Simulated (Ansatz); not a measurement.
**Molecular dynamics of H$_{3}$C$_{19}$**

The input (input.yaml):

```yaml
accuracy: low
crystal:
  lattice:
    - [7.398, 0.0, 0.0]
    - [-3.699, 6.406856, 0.0]
    - [0.0, 0.0, 11.0]
  atoms:
    - { symbol: C, position: [-0.03149658, -0.01652716, 0.08042681] }
    - { symbol: C, position: [0.18925346, 0.09648685, 0.07719422] }
    - { symbol: C, position: [-0.02326621, 0.31744591, 0.0689484] }
    - { symbol: C, position: [0.20320028, 0.44242892, 0.07070246] }
    - { symbol: C, position: [-0.02105759, 0.65596534, 0.09063291] }
    - { symbol: C, position: [0.20177325, 0.76705282, 0.07714287] }
    - { symbol: C, position: [0.3056281, -0.01423271, 0.07763956] }
    - { symbol: C, position: [0.52547773, 0.09844072, 0.07216719] }
    - { symbol: C, position: [0.3089859, 0.32438351, 0.07092098] }
    - { symbol: C, position: [0.5165232, 0.43408021, 0.06821004] }
    - { symbol: C, position: [0.3087428, 0.65790264, 0.07550748] }
    - { symbol: C, position: [0.52717245, 0.76614004, 0.09243991] }
    - { symbol: C, position: [0.63437707, -0.02026851, 0.08015514] }
    - { symbol: C, position: [0.86517693, 0.09519731, 0.08243655] }
    - { symbol: C, position: [0.64317639, 0.3172173, 0.07288387] }
    - { symbol: C, position: [0.86811825, 0.4316461, 0.08708616] }
    - { symbol: C, position: [0.63832765, 0.64852065, 0.11650965] }
    - { symbol: C, position: [0.87176287, 0.76150766, 0.09115671] }
    - { symbol: C, position: [0.62731443, 0.6392822, 0.28066236], spin: 1.0 }
    - { symbol: H, position: [0.47332159, 0.53908908, 0.31758891] }
    - { symbol: H, position: [0.76092052, 0.63253525, 0.32136865] }
    - { symbol: H, position: [0.69135895, 0.7969787, 0.31682988] }
magnetization:
  spin_polarized: true
basis:
  ecutwfc: 420.0
kpoints:
  mp_grid: { grid: [2, 2, 1] }
hamiltonian:
  xc: pbe
scf:
  occupations: { method: fermi_dirac, width: 0.05 }
  lower_state_search: "off"
md:
  timestep: 0.5
  n_steps: 60
  ensemble: nvt_langevin
  temperature: 2400.0
  initial_velocities: maxwell_boltzmann
  seed: 733593
  friction: 0.02
```

Command:

```bash
$ ansatz run input.yaml --threads 1 --pin off --max-ram 3072MiB --backend cpu --events-out ev --progress --plain --runs-dir out
```

It goes on from the last frame of an earlier run, with new velocities.

Output, in part (one step line in 3):

```
md step     0: t =     0.00 fs  T =  2290.9 K  F+E_penalty+E_count = -4812.36419985 eV  E_kin = 6.514704 eV  (17 SCF iters)
md step     3: t =     1.50 fs  T =  2094.6 K  F+E_penalty+E_count = -4812.13896835 eV  E_kin = 5.956414 eV  (11 SCF iters)
md step     6: t =     3.00 fs  T =  1879.2 K  F+E_penalty+E_count = -4811.33490172 eV  E_kin = 5.343966 eV  (11 SCF iters)
md step     9: t =     4.50 fs  T =  1518.0 K  F+E_penalty+E_count = -4810.44508613 eV  E_kin = 4.316793 eV  (11 SCF iters)
md step    12: t =     6.00 fs  T =  1318.1 K  F+E_penalty+E_count = -4809.80642556 eV  E_kin = 3.748404 eV  (11 SCF iters)
md step    15: t =     7.50 fs  T =  1271.5 K  F+E_penalty+E_count = -4809.64390148 eV  E_kin = 3.615660 eV  (11 SCF iters)
md step    18: t =     9.00 fs  T =  1573.7 K  F+E_penalty+E_count = -4810.08315303 eV  E_kin = 4.475245 eV  (12 SCF iters)
md step    21: t =    10.50 fs  T =  1755.2 K  F+E_penalty+E_count = -4810.35335199 eV  E_kin = 4.991338 eV  (12 SCF iters)
md step    24: t =    12.00 fs  T =  1821.7 K  F+E_penalty+E_count = -4810.25537051 eV  E_kin = 5.180516 eV  (11 SCF iters)
md step    27: t =    13.50 fs  T =  1760.6 K  F+E_penalty+E_count = -4810.21200157 eV  E_kin = 5.006566 eV  (11 SCF iters)
md step    30: t =    15.00 fs  T =  1388.2 K  F+E_penalty+E_count = -4810.08395493 eV  E_kin = 3.947708 eV  (11 SCF iters)
md step    33: t =    16.50 fs  T =  1233.3 K  F+E_penalty+E_count = -4809.67597012 eV  E_kin = 3.507109 eV  (11 SCF iters)
md step    36: t =    18.00 fs  T =  1161.6 K  F+E_penalty+E_count = -4809.34404326 eV  E_kin = 3.303294 eV  (11 SCF iters)
md step    39: t =    19.50 fs  T =  1283.3 K  F+E_penalty+E_count = -4809.22629129 eV  E_kin = 3.649223 eV  (11 SCF iters)
md step    42: t =    21.00 fs  T =  1407.9 K  F+E_penalty+E_count = -4809.16623589 eV  E_kin = 4.003641 eV  (11 SCF iters)
md step    45: t =    22.50 fs  T =  1428.1 K  F+E_penalty+E_count = -4809.09737045 eV  E_kin = 4.060975 eV  (11 SCF iters)
md step    48: t =    24.00 fs  T =  1296.9 K  F+E_penalty+E_count = -4809.02598181 eV  E_kin = 3.688088 eV  (11 SCF iters)
md step    51: t =    25.50 fs  T =  1462.6 K  F+E_penalty+E_count = -4809.23012831 eV  E_kin = 4.159243 eV  (11 SCF iters)
md step    54: t =    27.00 fs  T =  1444.3 K  F+E_penalty+E_count = -4809.51965523 eV  E_kin = 4.107141 eV  (11 SCF iters)
md step    57: t =    28.50 fs  T =  1725.1 K  F+E_penalty+E_count = -4809.85490335 eV  E_kin = 4.905763 eV  (11 SCF iters)
md step    60: t =    30.00 fs  T =  1993.1 K  F+E_penalty+E_count = -4810.09862336 eV  E_kin = 5.667884 eV  (11 SCF iters)
```

All steps were run. The mean temperature of the second half is 41 % below the set value. A run of 0.03 ps of so small a system gives no equilibrium averages. Limits of this set-up: coarse k mesh, slab without dipole correction, low accuracy level.

Mean squared displacements from the first frame to the last, about the centre of mass: C 0.04 Å², H 0.33 Å².

Last frame:

```xyz
22
Lattice="7.3980 0.0000 0.0000 -3.6990 6.4069 0.0000 0.0000 0.0000 11.0000" Properties=species:S:1:pos:R:3
C -0.108 -0.156 0.653
C 1.188 0.561 0.695
C -1.379 2.005 0.972
C -0.094 2.726 0.914
C -2.638 4.226 0.963
C -1.412 4.894 1.037
C 2.407 -0.151 0.793
C 3.619 0.646 0.719
C 1.218 2.003 0.809
C 2.395 2.752 0.964
C -0.129 4.032 1.172
C 1.009 4.951 1.072
C 4.882 -0.015 0.747
C 6.144 0.570 1.013
C 3.635 2.053 0.943
C 4.820 2.825 0.864
C 2.223 4.288 1.321
C 3.525 4.935 0.873
C 2.438 4.131 2.773
H 1.840 3.192 2.995
H 3.431 3.912 2.968
H 1.798 4.824 3.482
```

Time of the run: 25 min on 1 thread of Arm Neoverse V1, with other jobs on the host, peak memory 0.89 GiB.
